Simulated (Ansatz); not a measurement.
An Ansatz input:

```yaml
crystal:
  lattice:
    - [2.3371720853, 0.0, 0.0]
    - [0.0, 2.3371720853, 0.0]
    - [0.0, 0.0, 2.3371720853]
  atoms:
    - { symbol: Cr, position: [0.0, 0.0, 0.0], spin: 1.5 }
hamiltonian:
  xc: pbe
  pseudopotentials:
    kind: paw
    azcp:
      Cr: "pseudopotentials/Cr.paw.azcp"
basis:
  ecutwfc: 420
  fft_grid_basis: typed
kpoints:
  mp_grid: { grid: [22, 22, 22], shift: [0, 0, 0] }
magnetization:
  spin_polarized: true
scf:
  occupations: { method: fermi_dirac, width: 0.05 }
```

Output

```
Engine: ansatz 0.2.0, x86_64-unknown-linux-gnu
Pseudopotentials: kind: paw
Pseudopotential: Cr, paw, valence charge 14, recommended cutoff 420 eV (normal) 
Functional definition: PBE
  parameter kappa = 0.804
  parameter beta = 0.06672455060314922
  exchange = pbe_x(kappa = kappa, mu = beta*pi^2/3)
  correlation = pbe_c(beta = beta)
Crystal: 1 atoms, lattice volume = 12.767 Å³
Basis set: ecut = 420 eV, 251 PW (Γ)
Bands: 12, of which v1, the nominal top of the filled ones, is band 7 counted from 1 (6 counted from 0)
Symmetry: 48 space group operations
Space group: Pm-3m (ITA 221), of the structure as read, at distance tolerance 2.3e-5 Å
Magnetic group: BNS 221.92 (UNI 1594), of the structure as read, at distance tolerance 2.3e-5 Å
k-points: 364 of 10648
Non-local potential: Cr, projectors of the file, l = 0: 3, l = 1: 2, l = 2: 3, l = 3: 1
PAW form: soft (Blöchl's): semilocal exchange-correlation on the pseudo side does not see the compensation charge
PAW one-centre angular grid: Cr, 590 points (default); XC on 64 Gauss nodes
Initial density: superposition of atomic densities (chi_scale 0.1, normalization cell)
Starting moments: Σ|m| = 1.5 μB on 1 of 1 site
Initial wavefunctions: pseudopotential atomic-orbital guess
Functional: x = pbe(κ = 0.804, μ = 0.2195149727645171), c = pbe(β = 0.06672455060314922)
SCF iter   1: F=—  HF=-3378.692638 eV  |F-HF|=—  |Δ(HF+E_count)|=         —  Δρ=1.90e-1 (↑1.90e-1 ↓5.69e-2)  dr2=3.99e0  dr2_m=1.19e0  M=0.225 μB ∫|m|=0.225 μB  β_m=0.30  ethr=3.10e-3  ⟨swp⟩=3.7  Hψ=40602  notcnv=0
Mixer restart at iter 1: flushing history
SCF iter   2: F=—  HF=-3377.186146 eV  |F-HF|=—  |Δ(HF+E_count)|=    1.51e0  Δρ=1.14e-1 (↑1.14e-1 ↓4.55e-2)  dr2=1.16e0  dr2_m=5.78e-1  M=0.216 μB ∫|m|=0.216 μB  β_m=0.50  ethr=3.10e-3  ⟨swp⟩=3.0  Hψ=22585  notcnv=0  defer=189
SCF iter   3: F=—  HF=-3376.686137 eV  |F-HF|=—  |Δ(HF+E_count)|=   5.00e-1  Δρ=2.81e-2 (↑2.81e-2 ↓2.33e-2)  dr2=2.92e-2  dr2_m=6.63e-2  M=0.116 μB ∫|m|=0.116 μB  β_m=0.67  ethr=3.10e-3  ⟨swp⟩=2.5  Hψ=15892  notcnv=0  defer=189
SCF iter   4: F=—  HF=-3376.710233 eV  |F-HF|=—  |Δ(HF+E_count)|=   2.41e-2  Δρ=4.22e-3 (↑2.06e-3 ↓4.22e-3)  dr2=1.35e-3  dr2_m=9.41e-4  M=0.021 μB ∫|m|=0.022 μB  β_m=0.84  ethr=2.09e-4  ⟨swp⟩=2.7  Hψ=21332  notcnv=0  defer=131
SCF iter   5: F=—  HF=-3376.711833 eV  |F-HF|=—  |Δ(HF+E_count)|=   1.60e-3  Δρ=4.90e-4 (↑4.90e-4 ↓3.08e-4)  dr2=2.17e-5  dr2_m=1.41e-5  M=0.002 μB ∫|m|=0.002 μB  β_m=0.80  ethr=9.61e-6  ⟨swp⟩=2.4  Hψ=14521  notcnv=0  defer=131
SCF iter   6: F=—  HF=-3376.711857 eV  |F-HF|=—  |Δ(HF+E_count)|=   2.40e-5  Δρ=3.75e-4 (↑3.75e-4 ↓1.58e-4)  dr2=2.65e-5  dr2_m=1.57e-6  M=0.001 μB ∫|m|=0.001 μB  β_m=0.88  ethr=1.55e-7  ⟨swp⟩=2.0  Hψ=13811  notcnv=0  defer=131
SCF iter   7: F=—  HF=-3376.711856 eV  |F-HF|=—  |Δ(HF+E_count)|=   1.76e-6  Δρ=9.87e-5 (↑3.40e-5 ↓9.87e-5)  dr2=5.21e-7  dr2_m=4.64e-7  M=0.000 μB ∫|m|=0.000 μB  β_m=0.87  ethr=1.55e-7  ⟨swp⟩=2.6  Hψ=12634  notcnv=0  defer=131
SCF iter   8: F=—  HF=-3376.711856 eV  |F-HF|=—  |Δ(HF+E_count)|=   1.86e-7  Δρ=4.64e-6 (↑4.64e-6 ↓2.25e-6)  dr2=2.45e-9  dr2_m=9.96e-10  M=-0.000 μB ∫|m|=0.000 μB  β_m=0.93  ethr=3.72e-9  ⟨swp⟩=2.7  Hψ=12441  notcnv=0  defer=131
SCF iter   9: F=—  HF=-3376.711856 eV  |F-HF|=—  |Δ(HF+E_count)|=   5.25e-9  Δρ=9.13e-7 (↑7.59e-7 ↓9.13e-7)  dr2=1.08e-10  dr2_m=4.96e-11  M=-0.000 μB ∫|m|=0.000 μB  β_m=0.97  ethr=1.75e-11  ⟨swp⟩=2.2  Hψ=12880  notcnv=0  defer=131
SCF iter  10: F=-3376.711856 eV  HF=-3376.711856 eV  |F-HF|=5.91e-12  |Δ(HF+E_count)|=  1.39e-10  Δρ=1.55e-7 (↑1.03e-7 ↓1.55e-7)  dr2=7.15e-12  dr2_m=2.51e-13  M=-0.000 μB ∫|m|=0.000 μB  ethr=1.00e-12  ⟨swp⟩=1.0  Hψ=25091  notcnv=0
SCF 1 converged in 10 iterations: F = -3376.711856 eV  dr2 = 7.15e-12
WARN: the starting moments were not kept: the SCF closed with an absolute magnetisation of 4.5e-7 μB, where they sum to 1.5 μB in size (1 site). That is at most 0.1 of that sum. Measured as dr2_m measures the in/out step, that magnetisation stands 7.5e-14 eV from none, at or under the dr2_threshold of 1.0e-7 eV: it is no larger than a step whose dr2_m would equal this threshold. The system may hold no moment; this SCF shows only that its start led to no more than that. To try another start: raise the starting moments (crystal.atoms[].spin, magnetization.per_species, magnetization.initial_magnetization, or on a non-collinear deck that types none of these the spinor_matrix: blocks that start its atoms; where the total moment is fixed, keep their sum and leave initial_magnetization as it is; typed ones take the place of any that the run laid by itself, positive ones on a crystal's lanthanoids without a Hubbard term where scf.initial_density.shell_occupations: [] is typed) or, if the notice of its spin-set hold's release reads "site moments contracting" or "site moments show no strong build", lengthen the hold (scf.mixing.spin_hold: { on: { confirm: 4 } }; for m-r²SCAN on two components see the key's manual first). Each may lead to a state that holds a moment. A second SCF, from the converged charge density, with the starting moments and any scf.initial_density.shell_occupations laid on it anew, would have followed, and was not run: the deck does not ask for one (magnetization.retry_lost_moments is false, the default). To let it run, set magnetization.retry_lost_moments: true and run the deck again, where that key's refused combinations let it; where memory then withholds it, that run's warning says so.
SCF converged after 10 iterations
Magnetization: -0.0000 μB (7.0000 up, 7.0000 down)
Absolute magnetization: 0.0000 μB (∫|ρ↑−ρ↓|, with the PAW one-centre terms)
Spin contamination: 0.0000 ħ² per cell (⟨S²⟩ above its minimum at these occupations)
Per-site moments (μB) at R_I (Å): [(1.226674184995763e-7, 0.9640834851862501)]
Free energy (F): -3376.711856 eV
Harris-Foulkes:  -3376.711856 eV  (|F-HF|=5.91e-12)
Internal energy: -3376.699679 eV  (E = F + TS)
E sigma→0 (E₀):  -3376.705767 eV
Entropy (-TS):   -0.012177 eV (-12.177 meV/atom)
Fermi energy:    17.364935 eV
--- Per-component energies (eV) ---
  E_band       = -170.911746
  E_kinetic    = 344.711869
  E_local      = -1330.414042  (includes V_loc(G=0)·N_el)
  E_nonlocal   = 81.531140
  E_hartree    = 577.235143
  E_xc         = -139.427916
  E_vxc        = -177.855348  (∫ρ·V_xc dr)
  E_paw        = -1197.199344  (= ΣΔE_a)
  E_vpaw       = -243.355844  (= ΣTr[D̂ρ^β])
  E_aug_tail   = 0.000323  (compensation charges beyond the density's cutoff)
  E_ewald      = -1713.136851
  E_smearing   = -0.012177  (= −TS)
  E_closure    = 0.000000  (closes the sum)
  Σ components = -3376.711856   (vs F -3376.711856, Δ=0.00e0)
```

Launched by

```sh
ansatz run input.yaml --threads 1 --pin off --max-ram 3584MiB --backend cpu --events-out ev --progress --plain --runs-dir out
```

On 1 thread of Intel(R) Xeon(R) Platinum 8259CL CPU @ 2.50GHz (Skylake/Cascade Lake) (shared host) this took about 12 s of wall time and 12 s of CPU time.
